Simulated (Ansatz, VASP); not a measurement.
## Two plane-wave programs on KBr

The input INCAR:

```
SYSTEM = KBr
PREC = Accurate
ENCUT = 520
EDIFF = 1E-6
ISMEAR = 0
SIGMA = 0.05
LREAL = .False.
LASPH = .True.
NELM = 100
ALGO = Normal
ISIF = 2
LWAVE = .False.
LCHARG = .False.
GGA = CA
NBANDS = 15
```

The input KPOINTS:

```
regular mesh
0
Gamma
  6 6 6
  0 0 0
```

Contents of POSCAR:

```
KBr
1.0
    4.0434990000      0.0151631212      0.0000000000
    0.0151631212      4.0434990000      0.0000000000
    0.0000000000      0.0000000000      4.0434990000
K Br
1 1
Direct
    0.0000000000      0.0000000000      0.0000000000
    0.5000000000      0.5000000000      0.5000000000
```

Input for Ansatz:

```yaml
crystal:
  lattice:
    - [4.043499, 0.0151631212, 0.0]
    - [0.0151631212, 4.043499, 0.0]
    - [0.0, 0.0, 4.043499]
  atoms:
    - { symbol: K, position: [0.0, 0.0, 0.0] }
    - { symbol: Br, position: [0.5, 0.5, 0.5] }
basis:
  ecutwfc: 420
kpoints:
  mp_grid: { grid: [6, 6, 6] }
hamiltonian:
  xc: lda
scf:
  occupations: { method: gaussian, width: 0.05 }
output:
  forces: true
  stress: true
  eigenvalues: true
```

Change from the starting cell: strain +0.0075 x Voigt [0, 0, 0, 0, 0, 1], atoms carried along.

Alike in both runs: task single point; functional LDA; k mesh 6 × 6 × 6; occupations gaussian, width 0.05 eV; no spin polarisation.

```csv
,VASP,Ansatz
version,VASP 6.6.1,Ansatz 0.2.0
potentials or method,"VASP PAW LDA potentials, release 64 (K_sv, Br)","scalar-relativistic, plane waves, PAW"
plane-wave cutoff (eV),520,420
valence electrons in the cell,16,16
```

Ansatz gave:

| Quantity | Value |
| --- | --- |
| gap on the k mesh at the Fermi level (eV) | 3.47 |
| least direct gap on the mesh (eV) | 3.74 |
| pressure (GPa) | -2.6 |

Problem. Which values does VASP return?

Solution. gap on the k mesh at the Fermi level (eV): 3.48; least direct gap on the mesh (eV): 3.75; pressure (GPa): -2.6.

A k mesh can miss the band edges.
